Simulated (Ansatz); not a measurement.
CdSe: pressure against volume

CdSe, P6_3mc, a = 4.383 Å, c = 7.154 Å. Ansatz: PBE, PAW, 420 eV, Γ-centred 12×12×6 mesh on 4 atoms, Gaussian smearing 0.02 eV; no spin polarisation. Shape and atoms are relaxed at each volume; pressure is positive in compression.

```
V (Å³/atom) P (GPa)
     27.080     5.23
     27.973     3.18
     28.866     1.45
     29.758     0.00
     30.651    -1.23
     31.544    -2.27
     32.734        ?
```

Task: Take V0 = 29.758 Å³/atom, fit the third-order Birch–Murnaghan form to the other rows, and predict the missing pressure.

Result: With the Eulerian strain f = ½[(V0/V)^(2/3) − 1] and y = P/[3f(1 + 2f)^(5/2)], the form is the line y = B0 + 1.5 B0 (B0′ − 4) f. Rows (f, y): 0.03244, 45.9; 0.02105, 45.4; 0.01025, 44.8; -0.00976, 44.1; -0.01906, 43.8. Means f = 0.006984, y = 44.800; Σ(Δf)² = 0.001815, ΣΔfΔy = 0.07421; the slope is their ratio. y = 44.51 + 40.88 f GPa, so B0 = 44.5 GPa and B0′ = 4 + 2 × (40.88)/(3 × 44.51) = 4.61. At V = 32.734, f = -0.03078, y = 43.25 and P = -3.41 GPa. The run gave -3.40 GPa, so the fit is 0.01 GPa too low, within twice the rms miss on the fitted rows (0.005 GPa). The form still works here, 27 % of the fitted range beyond its end.